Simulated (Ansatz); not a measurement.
# CaO (model cell, started as wurtzite): relaxing the cell for a phonon run, part 2 of 2

Aim: bring CaO (model cell, started as wurtzite) to small forces and stress, as phonons need.

Ansatz 0.2.0; DFT PBEsol, scalar-relativistic, plane waves, PAW; PAW set soft_1.

So far. Step 2 (A coarse first look): The coarse mesh shows a gap of 3.28 eV and a pressure of -1.6 GPa.

The structure was built from a prototype and need not be the compound's stable phase.

## (5) Tight relaxation, k-mesh 6×6×4

Phonons need a cell at rest on their own settings, so the relaxation is repeated with tight tolerances on forces and stress on the k mesh and occupations of the first response run.

input.yaml reads:

```yaml
crystal:
  lattice:
    - [3.9547994935, 3.0989e-06, 0.0]
    - [-1.9774024305, 3.4249552788, 0.0]
    - [0.0, 0.0, 4.7433326739]
  atoms:
    - { symbol: Ca, position: [0.3333333333, 0.6666666667, -0.0625] }
    - { symbol: Ca, position: [0.6666666667, 0.3333333333, 0.4375] }
    - { symbol: O, position: [0.3333333333, 0.6666666667, 0.4375] }
    - { symbol: O, position: [0.6666666667, 0.3333333333, 0.9375] }
kpoints:
  mp_grid: { grid: [6, 6, 4] }
hamiltonian:
  xc: pbesol
  pseudopotentials: { kind: paw, azcp: { folder: soft_1 }, xc_functional: pbe }
scf:
  occupations: { method: fixed }
output:
  forces: true
  stress: true
  eigenvalues: true
relax:
  adjacent_minimum: "off"
  f_tol: 0.001
  max_steps: 60
  cell: { stress_tol: 0.01 }
```

Command:

```console
$ ansatz run input.yaml --threads 4 --pin off --max-ram 10240MiB --backend cpu --events-out ev --progress --plain --runs-dir out
```

Numbers of over 12 decimals in the logs are rounded to 6 here.

The log of the run:

```text
[...]
Crystal: 4 atoms, lattice volume = 64.249 Å³
Basis set: ecut = 420 eV, 1287 PW (Γ), exchange–correlation on 54×54×64 points (8 copies of the dense FFT grid, shifted against one another)
Bands: 20, of which v1, the nominal top of the filled ones, is band 16 counted from 1 (15 counted from 0)
Symmetry: 24 space group operations
[...]
k-points: 21 of 144
[...]
--- Relaxed structure (3 steps of the walk, 3 accepted, 1 SCFs on fresh bases) ---
[...]
cell:  # Å, volume = 64.2742 Å³
    - [3.955693, 3.0996136996288734e-6, 0.0]
    - [-1.977849, 3.425729, 0.0]
    - [0.0, 0.0, 4.743089]
  atoms:
    - { symbol: Ca, position: [0.333333, 0.666667, -0.0625] }
    - { symbol: Ca, position: [0.666667, 0.333333, 0.4375] }
    - { symbol: O, position: [0.333333, 0.666667, 0.4375] }
    - { symbol: O, position: [0.666667, 0.333333, 0.9375] }
[key lines of the parts left out:]
SCF converged after 9 iterations
Free energy (F): -4715.864454 eV
Fermi energy:    5.948076 eV
P = ⅓ Tr σ = -0.0006 GPa (-0.006 kbar)
```

Elapsed: 2.8 s, on 4 threads of Arm Neoverse V1, shared host; peak memory 0.34 GiB.

Little changed from the start: no atom moved by 0.005 Å and no cell edge by 0.1 %.

A gap read on the k-mesh alone can miss the band edges.

Numbers from this step:

```
pressure           : -6.21e-4 GPa
gap on the k-mesh  : 3.137 eV
volume per atom    : 16.07 Å³
direct gap on mesh : 3.137 eV
```

The forces vanish by symmetry and the pressure is -0.001 GPa, within the tolerances set. The cell now holds 16.07 Å³/atom. Within 0.01 Å the structure now has space group P6_3/mmc, not the P6_3mc of the start.

## (6) Tight relaxation, k-mesh 9×9×6

The k mesh is raised to 9×9×6 since a zone-centre run on the first mesh warned that it was too coarse for the force constants, and the cell is relaxed again on it.

input.yaml, the sections that differ from step 5:

```yaml
crystal:
  lattice:
    - [3.9556927169, 3.0996e-06, 0.0]
    - [-1.9778490428, 3.4257288326, 0.0]
    - [0.0, 0.0, 4.7430890995]
  atoms:
    - { symbol: Ca, position: [0.3333333333, 0.6666666667, -0.0625] }
    - { symbol: Ca, position: [0.6666666667, 0.3333333333, 0.4375] }
    - { symbol: O, position: [0.3333333333, 0.6666666667, 0.4375] }
    - { symbol: O, position: [0.6666666667, 0.3333333333, 0.9375] }
kpoints:
  mp_grid: { grid: [9, 9, 6] }
output:
  forces: true
  stress: true
  eigenvalues: true
  write_density: true
  write_potential: true
  elf: true
  volumetric_format: npy
# hamiltonian, scf, relax: as in step 5
```

The log of the run:

```text
[...]
Crystal: 4 atoms, lattice volume = 64.274 Å³
Basis set: ecut = 420 eV, 1287 PW (Γ), exchange–correlation on 54×54×64 points (8 copies of the dense FFT grid, shifted against one another)
Bands: 20, of which v1, the nominal top of the filled ones, is band 16 counted from 1 (15 counted from 0)
Symmetry: 24 space group operations
[...]
k-points: 48 of 486
[...]
--- Relaxed structure (2 steps of the walk, 2 accepted, 1 SCFs on fresh bases) ---
[...]
cell:  # Å, volume = 64.2724 Å³
    - [3.955717, 3.0996295487959573e-6, 0]
    - [-1.977861, 3.425750, 0]
    - [0, 0, 4.742894]
  atoms:
    - { symbol: Ca, position: [0.333333, 0.666667, -0.0625] }
    - { symbol: Ca, position: [0.666667, 0.333333, 0.437500] }
    - { symbol: O, position: [0.333333, 0.666667, 0.437500] }
    - { symbol: O, position: [0.666667, 0.333333, 0.9375] }
[key lines of the parts left out:]
SCF converged after 10 iterations
Free energy (F): -4715.864749 eV
Fermi energy:    5.948164 eV
P = ⅓ Tr σ = 0.0004 GPa (0.004 kbar)
```

Wall time 3.8 s (4 threads); peak memory 0.39 GiB; 14 s of CPU time.

Little changed from the start: no atom moved by 0.005 Å and no cell edge by 0.1 %.

Numbers from this step:

* pressure: 4.45e-4 GPa

Electrostatic potential energy in the ac plane at fractional y = 0.333, with atoms of Ca and O within 0.2 Å of it. With pseudopotentials it is smooth inside the atoms' cores, unlike the true potential.

Values in eV, 16 rows by 14 columns, each cell a mean:
```
  7   5   3   4   6   8   9 -12 -30 -40 -35 -20   4   9
  7   5   4   4   6   9   9  -8 -27 -34 -31 -16   6   9
  8   6   6   6   7   9  10   6  -7 -16 -12   2  10  10
  9   8   7   7   8   9  10  10   8   6   7   9  10  10
  9   9   9   9   9   9   9   8   7   6   6   7   8   9
  9  10  10  10   9   8   7   3   0  -2  -1   2   6   8
  9  10  11  10   9   7   3  -8 -20 -28 -25 -13   0   5
  8  10  11  11   9   6  -2 -22 -40 -47 -45 -29  -7   3
  8  10  11  10   9   5  -5 -32 -48 -49 -49 -39 -13   1
  8  10  11  11   9   5  -3 -27 -46 -49 -49 -36 -10   2
  9  10  11  11   9   6   2 -12 -26 -35 -31 -17  -2   5
  9  10  10  10   9   8   5   0  -6 -11  -9  -2   4   7
  9   9   9   9   9   9   8   7   6   5   5   6   8   9
  9   8   8   8   9   9  10   9   9   9   9   9  10   9
  8   7   6   6   8   9  10   8  -1  -9  -5   5  10  10
  7   6   4   5   7   9  10  -2 -21 -29 -26 -10   8   9
```
Columns run along a (4.0 Å; values clipped at the 3rd and 97th percentile), rows up along c (4.7 Å). Atoms in or near the plane, at fractional coordinates: Ca at (0.67, 0.44), O at (0.67, 0.94).

ELF in the ac plane at fractional y = 0.333, with atoms of Ca and O within 0.2 Å of it. It is the smooth field of the valence electrons, not physical close to the nuclei.

Ten even steps from '0' (0.02) to '9' (0.85), each cell a mean:
```
00210279746984
00110279867984
00000269999973
00000136787752
00000001111100
01210001233100
13441016999830
14652049999961
14652159999972
14652159999971
13542027999840
02321003566410
00000000111000
00000024555431
00000258999973
00100269988984
```
Columns run along a (4.0 Å), rows up along c (4.7 Å). Atoms in or near the plane, at fractional coordinates: Ca at (0.67, 0.44), O at (0.67, 0.94).

Valence density in the ac plane at fractional y = 0.333, with atoms of Ca and O within 0.2 Å of it. It is the smooth field of the valence electrons, not physical close to the nuclei.

Ten even steps from '0' (0.0 e/Å³) to '9' (7.6 e/Å³), each cell a mean:
```
00000002698310
00000002586300
00000000122100
00000000000000
00000000000000
00000000000000
00000001232100
00000002465300
00000003687410
00000002576410
00000001233100
00000000011000
00000000000000
00000000000000
00000000121000
00000001354200
```
Columns run along a (4.0 Å), rows up along c (4.7 Å). Atoms in or near the plane, at fractional coordinates: Ca at (0.67, 0.44), O at (0.67, 0.94).

The forces vanish by symmetry and the pressure is 0.000 GPa, within the tolerances set. The cell now holds 16.07 Å³/atom. Within 0.01 Å the structure now has space group P6_3/mmc, not the P6_3mc of the start.

## (7) Outcome

```yaml
space_group_after_relaxation_within_0p01_a: P6_3/mmc
lattice_constant_a: 3.956 Å
lattice_constant_b: 3.956 Å
lattice_constant_c: 4.743 Å
volume_per_atom: 16.1 Å³
gap_on_the_k_mesh: 3.14 eV
```

The forces vanish by symmetry and the pressure is 0.000 GPa, within the tolerances set. The cell now holds 16.07 Å³/atom. Within 0.01 Å the structure now has space group P6_3/mmc, not the P6_3mc of the start. The relaxation keeps the symmetry of its start, so it says nothing on stability against lower symmetry. The relaxed cell left the space group of the starting entry, even within 0.1 Å, so it may not be the phase that the entry, or a measurement on it, describes. The PAW files were made for PBE and serve the other functionals too. The starting cell was built on a prototype and not taken from a measurement, so the phase need not exist.

[Logs are printed without paths, hosts, clocks, repeated set-up lines and the standing remarks that a program may print on its own settings, such as how far it seeks lower states.]

[Hosts, paths, dates, database ids (printed as entryN), source tags and the programs' standing remarks are cut or masked in the printed files.]
